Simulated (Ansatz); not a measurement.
Start from CaS in the rock salt structure (space group Fm-3m, No. 225; a = 5.6332 Å). Axes: x, y, z lie along the cube axes.

The values are results of PBEsol, PAW, 420 eV (Ansatz, a program for electronic structure; spin-orbit coupling left out), not measurements.

Modification: a pure shear with ε_xy = ε_yx = 0.0143; the atoms relax in the strained cell.

Problem. Predict the stress tensor and what it implies for the stiffness.

Solution. Stress of the strained cell less that of the base (GPa, compression positive):
```
   0.01   -0.97    0.00
  -0.97    0.01    0.00
   0.00    0.00   -0.02
```

Then −Δσ/γ with γ = 2ε = 0.0286 gives secant stiffness values (nonlinear terms included at this strain): C66 ≈ 34 GPa.

Stability against distortions was not tested.
